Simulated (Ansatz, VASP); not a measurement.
# GaHN (armchair GaN ribbon N=4 H edges): VASP beside Ansatz, part 2 of 2

Aim: how closely do two programs agree when they are given the same cell, functional and k mesh? Of the first pair: The structure shown is the start of the Ansatz relaxation below; VASP solves that cell, so the two are compared at the walk's first step.

VASP 6.6.1 and Ansatz 0.2.0.

So far: Starting point; Ansatz: relaxation, PBE; VASP: single point, PBE, start cell, pair 1.

## 4. Side by side

Known differences besides the potentials themselves: the cutoff is 420 eV in Ansatz and 520 eV in VASP. Total energies have different zeros and are not compared.

Forces on 7 of the 12 atoms, those with the largest forces and the largest differences (eV/Å; atoms numbered as in POSCAR):

| atom | Ansatz x, y, z | VASP x, y, z |
| --- | --- | --- |
| Ga1 | -0.051, 0.000, 0.339 | -0.059, 0.000, 0.337 |
| Ga3 | -0.330, 0.000, 0.068 | -0.332, 0.000, 0.064 |
| Ga4 | 0.051, 0.000, 0.339 | 0.059, 0.000, 0.337 |
| N5 | 0.516, 0.000, -0.420 | 0.528, 0.000, -0.427 |
| N8 | -0.516, 0.000, -0.420 | -0.528, 0.000, -0.427 |
| H9 | 0.374, 0.000, -0.225 | 0.350, 0.000, -0.211 |
| H11 | -0.374, 0.000, -0.225 | -0.350, 0.000, -0.211 |

The forces differ by 7.7 meV/Å r.m.s., which is 3.3 % of the r.m.s. force of 0.235 eV/Å (both taken over all components).

## 5. Ansatz: relaxation, PBE

This run makes the geometry at which the two programs are then compared. The cell compared in this pair holds 564.60 Å³, against 561.62 Å³ for the pair before.

The structure compared here is the end of the Ansatz relaxation.

input.yaml

```yaml
crystal:
  lattice:
    - [14.456, 0.0, 0.0]
    - [0.0, 7.0, 0.0]
    - [0.0, 0.0, 5.55]
  atoms:
    - { symbol: Ga, position: [0.33377275, 0.5, 0.0] }
    - { symbol: Ga, position: [0.555431161, 0.5, 0.0] }
    - { symbol: "N", position: [0.33377275, 0.5, 0.333333333] }
    - { symbol: "N", position: [0.555431161, 0.5, 0.333333333] }
    - { symbol: H, position: [0.757919115, 0.5, 0.362162162] }
    - { symbol: H, position: [0.272666917, 0.5, 0.425225225] }
    - { symbol: Ga, position: [0.444601955, 0.5, 0.5] }
    - { symbol: Ga, position: [0.666260367, 0.5, 0.5] }
    - { symbol: "N", position: [0.444601955, 0.5, 0.833333333] }
    - { symbol: "N", position: [0.666260367, 0.5, 0.833333333] }
    - { symbol: H, position: [0.242114001, 0.5, 0.862162162] }
    - { symbol: H, position: [0.727366199, 0.5, 0.925225225] }
kpoints:
  mp_grid: { grid: [1, 1, 15] }
scf:
  occupations: { method: fermi_dirac, width: 0.05 }
hamiltonian:
  xc: pbe
relax:
  cell: { fix: [a, b, alpha, beta, gamma] }
  max_steps: 45
  f_tol: 0.03
```

On the command line:

```console
> ansatz run input.yaml --threads 8 --pin off --max-ram 16384MiB --backend cpu --events-out ev --progress --plain --runs-dir out
```

Numbers of over 12 decimals in the logs are rounded to 6 here.

Log:

```text
[...]
Crystal: 12 atoms, lattice volume = 561.616 Å³
Basis set: ecut = 420 eV, 10985 PW (Γ), exchange–correlation on 200×96×80 points (8 copies of the dense FFT grid, shifted against one another)
Bands: 50, of which v1, the nominal top of the filled ones, is band 38 counted from 1 (37 counted from 0)
Symmetry: 4 space group operations
[...]
- { symbol: N, position: [0.556651, 0.5, 0.338853] }
    - { symbol: H, position: [0.762932, 0.5, 0.363446] }
    - { symbol: H, position: [0.278277, 0.5, 0.419592] }
    - { symbol: Ga, position: [0.445870, 0.5, 0.506693] }
    - { symbol: Ga, position: [0.668779, 0.5, 0.498669] }
    - { symbol: N, position: [0.443382, 0.5, 0.838853] }
    - { symbol: N, position: [0.661086, 0.5, 0.826801] }
    - { symbol: H, position: [0.237102, 0.5, 0.863446] }
    - { symbol: H, position: [0.721757, 0.5, 0.919592] }
[key lines of the parts left out:]
SCF converged after 7 iterations
Free energy (F): -16732.158986 eV
Fermi energy:    -1.296777 eV
P = ⅓ Tr σ = 0.0545 GPa (0.545 kbar)
```

## 6. VASP: single point, PBE, relaxed cell, pair 2

The same cell, functional, mesh and smearing now go to VASP, with its own data sets.

INCAR

```
SYSTEM = GaHN
PREC = Accurate
ENCUT = 600
EDIFF = 1E-06
NELM = 120
ISMEAR = -1
SIGMA = 0.05
LREAL = .FALSE.
ALGO = Normal
GGA = PE
NBANDS = 50
LORBIT = 11
LWAVE = .FALSE.
LCHARG = .FALSE.
ISIF = 2
LASPH = .TRUE.
GGA_COMPAT = .FALSE.
EFERMI = MIDGAP
KPAR = 2
```

POSCAR

```
GaHN
1.0
   14.4560000000      0.0000000000      0.0000000000
    0.0000000000      7.0000000000      0.0000000000
    0.0000000000      0.0000000000      5.5795020380
Ga N H
4 4 4
Direct
    0.3312540846      0.5000000000      0.9986690120
    0.5541633473      0.5000000000      0.0066934027
    0.4458697690      0.5000000000      0.5066934027
    0.6687790317      0.5000000000      0.4986690120
    0.3389467060      0.5000000000      0.3268007052
    0.5566510494      0.5000000000      0.3388525873
    0.4433820669      0.5000000000      0.8388525873
    0.6610864104      0.5000000000      0.8268007052
    0.7629315702      0.5000000000      0.3634462009
    0.2782765339      0.5000000000      0.4195921449
    0.2371015461      0.5000000000      0.8634462009
    0.7217565824      0.5000000000      0.9195921449
```

KPOINTS

```
Automatic mesh
0
Gamma
1 1 15
0 0 0
```

PAW data sets: Ga_d, N and H (PBE family, release 64).

On the command line:

```console
> mpirun -np 2 vasp_std
```

Log:

```text
[... set-up lines as in an earlier step ...]
 entering main loop
       N       E                     dE             d eps       ncg     rms          rms(c)
DAV:   1     0.656966286661E+03    0.65697E+03   -0.35023E+04   824   0.158E+03
DAV:   2     0.694153531054E+02   -0.58755E+03   -0.56387E+03  1032   0.363E+02
DAV:   3    -0.611137093803E+02   -0.13053E+03   -0.12926E+03  1008   0.164E+02
DAV:   4    -0.720501770947E+02   -0.10936E+02   -0.10869E+02  1136   0.527E+01
[...]
DAV:  23    -0.592292206493E+02   -0.47364E-05   -0.91366E-07   638   0.359E-03    0.496E-04
DAV:  24    -0.592292216754E+02   -0.10261E-05   -0.12954E-07   640   0.407E-03    0.438E-04
DAV:  25    -0.592292225012E+02   -0.82585E-06   -0.10922E-07   574   0.193E-03
   1 F= -.59229223E+02 E0= -.59229223E+02  d E =-.152306E-13
```

From OUTCAR (step 6):

```text
  Total       -0.3492674      0.4179549     -0.3956685      0.0000000      0.0000000      0.0000000
  in kB       -0.9911217      1.1860375     -1.1227950      0.0000000      0.0000000      0.0000000
  external PRESSURE =      -0.3092931 kB  Pullay stress =       0.0000000 kB

 POSITION                                       TOTAL-FORCE (eV/Angst)
 -----------------------------------------------------------------------------------
      4.78861      3.50000      5.57208         0.001282      0.000000      0.005271
      8.01099      3.50000      0.03735         0.000359      0.000000      0.015125
      6.44549      3.50000      2.82710        -0.000359      0.000000      0.015125
      9.66787      3.50000      2.78232        -0.001282      0.000000      0.005271
      4.89981      3.50000      1.82339         0.009974      0.000000     -0.019788
      8.04695      3.50000      1.89063         0.013825      0.000000     -0.024230
      6.40953      3.50000      4.68038        -0.013825      0.000000     -0.024230
      9.55667      3.50000      4.61314        -0.009974      0.000000     -0.019788
     11.02894      3.50000      2.02785        -0.024104      0.000000      0.017317
      4.02277      3.50000      2.34112        -0.005527      0.000000      0.006304
      3.42754      3.50000      4.81760         0.024104      0.000000      0.017317
     10.43371      3.50000      5.13087         0.005527      0.000000      0.006304
 -----------------------------------------------------------------------------------
    total drift:                                0.000002     -0.000000     -0.001852

  FREE ENERGIE OF THE ION-ELECTRON SYSTEM (eV)
  ---------------------------------------------------
  free  energy   TOTEN  =       -59.2292225012 eV

  energy  without entropy=      -59.2292225012  energy(sigma->0) =      -59.22922250

[... 1 part as in an earlier step ...]

[... 2 further parts left out ...]
[key lines of the parts left out:]
E-fermi :  -2.0327
```

## 7. Side by side

What differs besides the data sets and the points named for the pairs above, as far as they apply: the cutoff is 420 eV in Ansatz and 600 eV in VASP; Ansatz's pressure holds a Pulay correction, VASP's none. Total energies have different zeros and are not compared.

Both answers:

| quantity | Ansatz | VASP | difference |
| --- | --- | --- | --- |
| pressure (GPa) | 0.05 | -0.03 | +0.09 |
| gap on the k mesh (eV) | 3.231 | 3.234 | -0.003 |

At this near-relaxed geometry the largest component of a force difference is 20 meV/Å. A gap on the mesh is an upper bound, since the band edges may lie between its points.

## 8. What came out

* r.m.s. force difference (single point, PBE, start cell, pair 1): 3.3 % of the r.m.s. force
* difference in gap on the k mesh (single point, PBE, relaxed cell, pair 2): -0.0026 eV
* r.m.s. force difference (single point, PBE, relaxed cell, pair 2): 7.6 meV/Å

**Reading.** The r.m.s. force difference is 3.3 % of the r.m.s. force (single point, PBE, start cell, pair 1), beyond the 3 % picked in this series as the mark of a large difference. Such differences can come from data sets, numerical settings and the points named under the comparisons, not from the functional's error against experiment.

[Lines on the potential files, build, host, timing and source positions are cut from VASP's logs without a mark.]

[Logs are printed without paths, hosts, clocks, repeated set-up lines and the standing remarks that a program may print on its own settings, such as how far it seeks lower states.]

[Hosts, paths, dates, database ids (printed as entryN), source tags and the programs' standing remarks are cut or masked in the printed files.]
